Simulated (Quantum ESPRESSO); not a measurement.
MoSe2: band structure with PBE

Crystal: MoSe2.

```
Mo Se
1.0
     3.28800    0.00000    0.00000
    -1.64400    2.84749    0.00000
     0.00000    0.00000   12.90000
Mo Se
2 4
Direct
  0.66667 0.33333 0.75000
  0.33333 0.66667 0.25000
  0.66667 0.33333 0.37500
  0.33333 0.66667 0.87500
  0.66667 0.33333 0.12500
  0.33333 0.66667 0.62500
```

- Program: Quantum ESPRESSO 7.5
- Task: band structure
- Functional: PBE
- Potentials or basis: SSSP 1.3 efficiency PBE
- Cutoff: 816 eV
- Density cutoff: 5987 eV
- k mesh: 9 × 9 × 2
- Occupations: fermi-dirac, width 0.05 eV
- Spin: no spin polarisation
- Mixing beta: 0.5
- Most SCF iterations: 120
- SCF threshold: 1.2e-09 Ry

- Pressure: 7.9 GPa
- Largest force: 1.104 eV/Å
- Band gap on the k mesh: 0.89 eV, indirect (least direct gap 1.38 eV)
- Band gap along the path: 0.85 eV, indirect (least direct gap 1.38 eV)

Forces on the atoms (eV/Å):
```
Mo   0.000  0.000  0.000
Mo   0.000  0.000  0.000
Se   0.000  0.000  1.104
Se   0.000  0.000  1.104
Se   0.000  0.000 -1.104
Se   0.000  0.000 -1.104
```

Stress tensor (GPa, compression positive):
```
 6.12  0.00  0.00
 0.00  6.12  0.00
 0.00  0.00 11.60
```

Levels at the corners of the path, in eV from the valence-band top:
| point | band 22 | band 23 | band 24 | band 25 | band 26 | band 27 | band 28 | band 29 | band 30 | band 31 |
| --- | --- | --- | --- | --- | --- | --- | --- | --- | --- | --- |
| Γ | -1.84 | -1.84 | -1.09 | -0.87 | 0.00 | 2.41 | 2.41 | 2.46 | 2.46 | 2.70 |
| M | -2.24 | -1.40 | -1.33 | -1.22 | -1.20 | 1.36 | 1.40 | 1.73 | 1.99 | 2.75 |
| K | -3.66 | -2.47 | -2.47 | -0.67 | -0.50 | 0.89 | 0.89 | 1.76 | 2.67 | 2.67 |
| Γ | -1.84 | -1.84 | -1.09 | -0.87 | 0.00 | 2.41 | 2.41 | 2.46 | 2.46 | 2.70 |
| A | -1.86 | -1.86 | -1.86 | -0.20 | -0.20 | 2.43 | 2.43 | 2.43 | 2.43 | 2.79 |
| L | -2.38 | -1.30 | -1.30 | -1.26 | -1.26 | 1.38 | 1.38 | 1.87 | 1.87 | 3.18 |
| H | -3.34 | -2.61 | -2.61 | -0.59 | -0.59 | 0.89 | 0.89 | 2.20 | 2.20 | 2.71 |
| A | -1.86 | -1.86 | -1.86 | -0.20 | -0.20 | 2.43 | 2.43 | 2.43 | 2.43 | 2.79 |
| L | -2.38 | -1.30 | -1.30 | -1.26 | -1.26 | 1.38 | 1.38 | 1.87 | 1.87 | 3.18 |
| M | -2.24 | -1.40 | -1.33 | -1.22 | -1.20 | 1.36 | 1.40 | 1.73 | 1.99 | 2.75 |
| K | -3.66 | -2.47 | -2.47 | -0.67 | -0.50 | 0.89 | 0.89 | 1.76 | 2.67 | 2.67 |
| H | -3.34 | -2.61 | -2.61 | -0.59 | -0.59 | 0.89 | 0.89 | 2.20 | 2.20 | 2.71 |

Run time: 4.1 min on 2 MPI ranks on Intel(R) Xeon(R) Platinum 8259CL CPU @ 2.50GHz (Skylake/Cascade Lake) (shared host), peak memory 0.7 GiB a rank.

Caveat: the cell's inner coordinates are idealised or old, which leaves forces on the atoms; this functional lacks dispersion, which binds the layers, so the pressure and a relaxed spacing across them are unreliable.
